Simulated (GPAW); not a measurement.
The system is TePb.

```
CELL_PARAMETERS angstrom
0.00000 3.23100 3.23100
3.23100 0.00000 3.23100
3.23100 3.23100 0.00000
ATOMIC_POSITIONS crystal
Pb 0.00000 0.00000 0.00000
Te 0.50000 0.50000 0.50000
```

* Program: GPAW 26.7.0
* Task: relaxation of cell and atoms
* Functional: PBE
* Potentials or basis: GPAW PAW data sets (gpaw-data 1.2.1)
* Cutoff: 600 eV
* Basis: pw
* k mesh: 7 × 7 × 7
* Occupations: fermi-dirac, width 0.05 eV
* Spin: no spin polarisation

At the start: pressure 1.8 GPa; volume 33.73 Å³/atom.

Q: Where does the relaxation end?

A: Over 3 steps the energy falls by 8.2 meV/atom and the volume is 35.15 Å³/atom (+4.2 %); space group Fm-3m (No. 225, to 0.05 Å).

The path:
```
step  energy change (eV)  largest force (eV/Å)  pressure (GPa)  volume (Å³)
   1              0.0000                0.0000            1.83        67.46
   2             -0.0057                0.0000            1.45        68.02
   3             -0.0163                0.0000            0.07        70.29
```

Final structure:
```
CELL_PARAMETERS angstrom
0.00000 3.27564 3.27564
3.27564 0.00000 3.27564
3.27564 3.27564 0.00000
ATOMIC_POSITIONS crystal
Pb 0.00000 0.00000 0.00000
Te 0.50000 0.50000 0.50000
```

Caveat: later steps reuse the first step's grids.
